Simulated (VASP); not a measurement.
Runs of VASP 6.6.1 on Te2Mo. The cell holds a slab with vacuum, 6 atoms: a = 6.362 Å, b = 3.480 Å, c = 36.176 Å, α = 90.00°, β = 90.14°, γ = 90.00°. 

| task | potentials or basis | cell | cutoff (eV) | smearing | gap on the mesh (eV) | relaxed volume (Å³/atom) | largest force (eV/Å) |
| --- | --- | --- | --- | --- | --- | --- | --- |
| relaxation of cell and atoms | VASP PAW PBE potentials, release 64 (Te, Mo_pv) | relaxed | 600 | fermi-dirac 0.05 eV | none | (a) | 0.02 |
| single point | VASP PAW PBE potentials, release 64 (Te, Mo_sv) | as given | 520 | gaussian 0.011 eV | none | - | 0.26 |
| single point | VASP PAW PBE potentials, release 64 (Te, Mo_sv) | as given | 520 | gaussian 0.015 eV | none | - | 0.26 |
| relaxation of cell and atoms | VASP PAW PBE potentials, release 64 (Te, Mo) | relaxed | 580 | fermi-dirac 0.05 eV | none | 133.30 | 0.01 |
| single point | VASP PAW PBE potentials, release 64 (Te, Mo_sv) | as given | 520 | gaussian 0.014 eV | none | - | 0.26 |

Alike in all rows: level PBE; no spin polarisation; k mesh 4 × 8 × 1.

Task: Estimate the missing entries.

Result: (a) 133.80.

A k mesh can miss the band edges, and the runs leave out spin-orbit coupling on Mo, Te.

A gap of «none» marks a metal or a gap under the smearing width.

The runs don't all hold the same shells in valence.
